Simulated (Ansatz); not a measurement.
**Carbon, omega (AlB2-type) under PBE: structure, energy and stiffness**

The plan for carbon in the omega (AlB2-type) structure: relax it, solve it on a dense k-mesh, then scale the cell to 7 volumes from 88 to 112 % of the relaxed one and try a fit of the equation of state. Spin polarisation is left out. The k-meshes are 11×11×15 for the relaxation; 8×8×32 for the dense run; 7×7×27 for the volumes.

Computed with Ansatz 0.2.0 (DFT PBE, plane waves (420 eV) with PAW, scalar-relativistic, unless a step says otherwise).

**1. Starting point**

It takes space group P6/mmm (No. 191, hexagonal). The conventional cell has a = 3.344 Å, b = 3.344 Å, c = 2.050 Å, α = 90.00°, β = 90.00°, γ = 120.00°. Around C (site symmetry 6/mmm) lie 14 C at 2.05 to 2.19 Å. Around C (site symmetry -6m2) lie 11 C at 1.93 to 2.19 Å.

As a file:

```xyz
3
Lattice="3.3438 0.0000 0.0000 -1.6719 2.8958 0.0000 0.0000 0.0000 2.0498" Properties=species:S:1:pos:R:3 pbc="T T T"
C     0.0000    0.0000    0.0000
C     0.0000    1.9306    1.0249
C     1.6719    0.9653    1.0249
```

**2. Geometry optimisation**

input.yaml

```yaml
crystal:
  lattice:
    - [3.3438265309, 0.0, 0.0]
    - [-1.6719132655, 2.8958387216, 0.0]
    - [0.0, 0.0, 2.0497656634]
  atoms:
    - { symbol: C, position: [0.0, 0.0, 0.0] }
    - { symbol: C, position: [0.3333333333, 0.6666666667, 0.5] }
    - { symbol: C, position: [0.6666666667, 0.3333333333, 0.5] }
hamiltonian:
  xc: pbe
  pseudopotentials:
    kind: paw
    azcp:
      C: "pseudopotentials/C.paw.azcp"
basis:
  ecutwfc: 420
  fft_grid_basis: typed
kpoints:
  mp_grid: { grid: [11, 11, 15], shift: [0, 0, 0] }
magnetization:
  spin_polarized: false
scf:
  occupations: { method: fermi_dirac, width: 0.1 }
relax:
  max_steps: 60
  f_tol: 0.01
  cell: {}
```

Launch:

```bash
> ansatz run input.yaml --threads 1 --pin off --max-ram 3584MiB --backend cpu --events-out ev --progress --plain --runs-dir out
```

After this run come: Dense single point; At 88 % of the relaxed volume; At 92 % of the relaxed volume; At 96 % of the relaxed volume; At 100 % of the relaxed volume; At 104 % of the relaxed volume; At 108 % of the relaxed volume; At 112 % of the relaxed volume.

Q: Predict the outcome of this session. Wanted: space group; conventional cell; volume; shortest distance; gap on the mesh; relative to graphite; V₀, B₀, B₀′.

As calculated:

```
                      quantity                                   value
space group (spins left aside)                        P6/mmm (No. 191)
             conventional cell  a = 6.311 Å, c = 1.284 Å (c/a = 0.203)
                        volume                          14.766 Å³/atom
             shortest distance                                 1.284 Å
               gap on the mesh            none (levels filled in part)
          relative to graphite                           +987 meV/atom
                   V₀, B₀, B₀′            14.767 Å³/atom, 153 GPa, 3.4
```

**Reading.** The relaxation enlarged the cell by 123.2 % in volume. Against the reference form of carbon (graphite, computed apart with the same settings) it stands 987 meV/atom higher, so it is far from stable. No gap shows: it is a metal or semimetal at this level. B₀ comes out at 153 GPa; letting shape and positions relax at each volume could only lower it. The symmetry was held, so the structure may be unstable against distortions that break it.
